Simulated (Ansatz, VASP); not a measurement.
**NiO2 in VASP and in Ansatz**

```
Ni O
1.0
     2.78399    0.00000    0.00000
    -1.39199    2.41100    0.00000
     0.00000    0.00000    4.97261
Ni O
1 2
Cartesian
  0.0000 0.0000 2.4863
  1.3920 0.8037 3.4195
  0.0000 1.6073 1.5531
```

The cell comes from a database or a generator and needn't be the stable form of this composition.

Alike in both runs: task single point; functional PBEsol; k mesh 12 × 12 × 6; occupations gaussian, width 0.05 eV; no spin polarisation.

|  | VASP | Ansatz |
| --- | --- | --- |
| version | VASP 6.6.1 | Ansatz 0.2.0 |
| potentials or method | VASP PAW PBE potentials, release 64 (Ni, O) | scalar-relativistic, plane waves, PAW |
| plane-wave cutoff (eV) | 520 | 520 |
| valence electrons in the cell | 22 | 30 |

Ansatz gave:

```
gap on the k mesh at the Fermi level (eV)       : 1.07
least direct gap on the mesh (eV)               : 1.30
pressure (GPa)                                  : 0.0
largest component of the traceless stress (GPa) : 0.00
rms of the force components (eV/Å)              : 0.000
```

What did VASP give for the same quantities?

gap on the k mesh at the Fermi level (eV): 1.05; least direct gap on the mesh (eV): 1.28; pressure (GPa): 0.7; largest component of the traceless stress (GPa): 0.31; rms of the force components (eV/Å): 0.031.

Atom by atom the forces differ by 0.031 eV/Å (rms over components). The two sets of potentials don't hold the same shells in valence.

Caveats: the PAW data sets were made with another functional, which shifts forces and pressure a little (VASP). As with any semilocal functional, this PBEsol gap is likely too small. Spin polarisation is off, so any magnetic state and its effect on volume and gap are missing.
